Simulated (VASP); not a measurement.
**Fe: equation of state with PBEsol**

Fe:

```
Fe
1.0
     2.43194    0.00000    0.00000
    -1.21597    2.10613    0.00000
     0.00000    0.00000    3.82750
Fe
2
Direct
  0.66667 0.33333 0.75000
  0.33333 0.66667 0.25000
```

This isn't the form of Fe at room conditions, which is bcc.

* Program: VASP 6.6.1
* Task: equation of state
* Functional: PBEsol
* Potentials or basis: VASP PAW PBE potentials, release 64 (Fe)
* Cutoff: 520 eV
* k mesh: 10 × 10 × 6
* Occupations: fermi-dirac, width 0.05 eV
* Spin: collinear spin, ferromagnetic start
* Starting moments: [3.0, 3.0] μB

```json
{
  "Equilibrium volume": "9.80 Å³/atom",
  "Bulk modulus at fixed shape and positions": "322 GPa",
  "Pressure derivative of the bulk modulus": "4.6 (rough: it moves with the points fitted)"
}
```

Energy against volume, from the lowest point:
```tsv
volume (Å³/atom)	energy (meV/atom)
9.410	17.26
9.606	4.21
9.802	0.00
9.998	3.69
10.194	14.46
```

All runs of the series together: 2.3 min on 1 thread of Intel(R) Xeon(R) Platinum 8259CL CPU @ 2.50GHz (Skylake/Cascade Lake) (shared host).

Caveat: the cell was scaled at fixed shape and fractional positions, which overstates the stiffness of a crystal with free parameters, most of all of layers and chains; the PAW data sets were made with another functional, which shifts forces and pressure a little.
